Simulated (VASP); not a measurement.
**LiF in VASP 6.6.1, single-point calculation**

INCAR

```
SIGMA = 0.8
NBANDS = 12
LWAVE = .FALSE.
ISIF = 2
LASPH = .TRUE.
EDIFF = 1E-7
NSW = 0
PREC = Accurate
LCHARG = .FALSE.
NELM = 75
ISMEAR = 1
LREAL = .FALSE.
METAGGA = R2SCAN
ENCUT = 520
ALGO = Normal
IBRION = -1
```

KPOINTS

```
KPOINTS created by Atomic Simulation Environment
0
Gamma
10 10 10
0 0 0
```

POSCAR

```
Li F
 1.0000000000000000
    -0.0186235506000000    1.9961969043000001    1.9961969043000001
     1.9961969043000001   -0.0186235506000000    1.9961969043000001
     1.9961969043000001    1.9961969043000001   -0.0186235506000000
 Li  F
   1   1
Cartesian
  0.0000000000000000  0.0000000000000000  0.0000000000000000
  1.9868851289999998  1.9868851289999998  1.9868851289999998
```

The recommended PBE PAW datasets give the neutral cell 10 valence electrons.

Command

```
mpirun -np 1 vasp_std
```

OSZICAR

```
N       E                     dE             d eps       ncg     rms          rms(c)
DAV:   1     0.274798898441E+02    0.27480E+02   -0.55555E+03  2928   0.864E+02
DAV:   2    -0.138654777382E+02   -0.41345E+02   -0.40322E+02  3372   0.193E+02
DAV:   3    -0.149040749561E+02   -0.10386E+01   -0.10336E+01  3828   0.268E+01
DAV:   4    -0.149155991693E+02   -0.11524E-01   -0.11522E-01  3172   0.270E+00
DAV:   5    -0.149157231105E+02   -0.12394E-03   -0.12394E-03  3956   0.216E-01    0.385E+00
DAV:   6    -0.118502402759E+02    0.30655E+01   -0.67219E-01  2860   0.605E+00    0.151E+00
DAV:   7    -0.118502142985E+02    0.25977E-04   -0.47675E-01  3316   0.486E+00    0.120E+00
DAV:   8    -0.119889456595E+02   -0.13873E+00   -0.10705E+00  3016   0.705E+00    0.264E+00
DAV:   9    -0.118501232887E+02    0.13882E+00   -0.71090E-01  2932   0.545E+00    0.995E-02
DAV:  10    -0.118493840759E+02    0.73921E-03   -0.61463E-03  3236   0.808E-01    0.116E-01
DAV:  11    -0.118493482340E+02    0.35842E-04   -0.11975E-04  3224   0.105E-01    0.706E-02
DAV:  12    -0.118492648986E+02    0.83335E-04   -0.56380E-04  3160   0.158E-01    0.507E-03
DAV:  13    -0.118492651396E+02   -0.24101E-06   -0.51919E-06  3372   0.213E-02    0.163E-03
DAV:  14    -0.118492654547E+02   -0.31512E-06   -0.10610E-07  3544   0.303E-03    0.829E-04
DAV:  15    -0.118492652349E+02    0.21977E-06   -0.75306E-08  1736   0.198E-03    0.904E-05
DAV:  16    -0.118492651950E+02    0.39991E-07   -0.19317E-09  1552   0.416E-04
   1 F= -.11849265E+02 E0= -.11880497E+02  d E =0.936958E-01
```

It converged. Results: gap between bands v and c on the k mesh 10.36 eV; least direct gap on the k mesh 10.36 eV; pressure -2.6 GPa. Band v is the last that the valence electrons fill when counted band by band, and c is the next.

Task: Why shouldn't this run be trusted?

Result: Smearing far too wide. On sound settings r²SCAN gives a gap of 10.34 eV on its mesh and a pressure of -2.0 GPa for the intended cell. This run's energy (σ→0) differs from it by 10 meV an atom.
